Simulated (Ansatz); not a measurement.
CsPbCl3 in the perovskite structure

Method: PBE, scalar-relativistic; no spin polarisation; PAW, 420 eV, 6×6×6 k-mesh, Gaussian smearing of 0.05 eV; code Ansatz. The datasets are Ansatz's generated set soft_2.

```
Cs Pb Cl
1.0
     5.73568    0.00000    0.00000
     0.00000    5.73568    0.00000
     0.00000    0.00000    5.73568
Cs Pb Cl
1 1 3
Cartesian
  0.0000 0.0000 0.0000
  2.8678 2.8678 2.8678
  0.0000 2.8678 2.8678
  2.8678 2.8678 0.0000
  2.8678 0.0000 2.8678
```

The start was a prototype's sites filled with these elements; the Crystallography Open Database holds the compound in this structure. The ideal cubic cell shuts out tilts of the octahedra, which such structures often take.

Problem. Which orbitals make up the states within about 0.6 eV of each band edge?

Solution. Valence edge: Cl 3p 66 %, Pb 6s 27 %. Conduction edge: Pb 6p 86 %. Shares are among the projected shells; the gap is 2.21 eV.

Density of states (tetrahedra, averaged over 0.5 eV; states/eV per cell of 5 atoms; energy in eV from the Fermi level; projections on Löwdin-orthogonalised atomic orbitals, summed over sites):

```tsv
E	total	Cl 3p	Pb 6p	Cs 6s	Pb 6s	Cl 3s
-5.10	2.7	2.0	0.7	0.0	0.0	0.0
-4.60	2.8	2.2	0.6	0.0	0.0	0.0
-4.10	4.3	3.6	0.4	0.1	0.1	0.0
-3.60	8.9	8.5	0.1	0.1	0.0	0.0
-3.10	14.3	14.0	0.1	0.0	0.1	0.0
-2.60	1.6	1.2	0.1	0.0	0.3	0.0
-2.10	1.2	0.8	0.1	0.0	0.3	0.0
-1.60	0.3	0.2	0.0	0.0	0.1	0.0
-1.10	0.0	0.0	0.0	0.0	0.0	0.0
-0.60	0.0	0.0	0.0	0.0	0.0	0.0
-0.10	0.0	0.0	0.0	0.0	0.0	0.0
0.40	0.0	0.0	0.0	0.0	0.0	0.0
0.90	0.0	0.0	0.0	0.0	0.0	0.0
1.40	0.9	0.0	0.7	0.0	0.0	0.1
1.90	2.3	0.2	1.8	0.0	0.0	0.2
2.40	1.8	0.3	1.3	0.0	0.0	0.1
2.90	2.1	0.3	1.1	0.4	0.0	0.1
3.40	1.9	0.3	1.1	0.3	0.0	0.0
3.90	4.1	0.5	1.6	0.8	0.0	0.0
4.40	6.3	0.4	0.9	1.3	0.0	0.0
4.90	6.9	0.1	0.2	0.2	0.0	0.0
```

The valence edge mixes anion p with metal states, so the bond is partly covalent and the gap isn't a plain transfer from Cl to Pb.

Semilocal functionals underestimate band gaps, commonly by a third or more. These numbers lack spin–orbit coupling. The relaxed cell is 7 % larger in volume than the cell of this structure in the Crystallography Open Database (35.22 Å³/atom, 1981).
